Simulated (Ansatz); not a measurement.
# PbS (Galena) under changes of volume

One of the cells (26.086 Å³/atom); the others are scaled copies at fixed shape and fractional positions:

```xyz
2
Lattice="0.0000 2.9657 2.9657 2.9657 0.0000 2.9657 2.9657 2.9657 0.0000" Properties=species:S:1:pos:R:3 pbc="T T T"
Pb    0.0000    0.0000    0.0000
S     2.9657    2.9657    2.9657
```

| Item | Value |
| --- | --- |
| Program | Ansatz 0.2.0 |
| Functional | PBEsol |
| Potentials or basis | all-electron LAPW, scalar-relativistic |
| Cutoff | 192 eV (chosen from the basis error) |
| Basis error allowed | 0.0005 eV/atom |
| k mesh | 8 × 8 × 8 |
| Occupations | fermi-dirac, width 0.05 eV |
| Spin | no spin polarisation |

```csv
volume (Å³/atom),energy over the lowest point (meV/atom),pressure (GPa),gap on the mesh (eV)
24.521,10.78,3.0,0.00
25.042,3.20,1.6,0.09
25.564,0.00,0.3,0.17
26.086,0.83,-0.9,0.25
26.607,5.33,-1.9,0.32
27.129,?,?,?
27.651,23.88,-3.7,0.45
```

**Question.** What does the run at 27.129 Å³/atom give?

**Answer.** Energy over the lowest point 13.12 meV/atom; pressure -2.9 GPa; gap on the mesh 0.38 eV.

Worked out: A Birch-Murnaghan fit of order 3 (a polynomial in V^(-2/3)) to the other rows has its minimum at 25.71 Å³/atom with B0 = V·E''(V) = 59 GPa and B' = 3.8. It gives 13.10 meV/atom at 27.129 Å³/atom, against the run's 13.12, and -dE/dV = -2.9 GPa, against -2.9.

Energies are extrapolated to zero smearing.

Caveats: spin-orbit coupling is left out, which as a rule narrows the gap of such compounds by several tenths of an eV.

A mesh can miss the band edges.
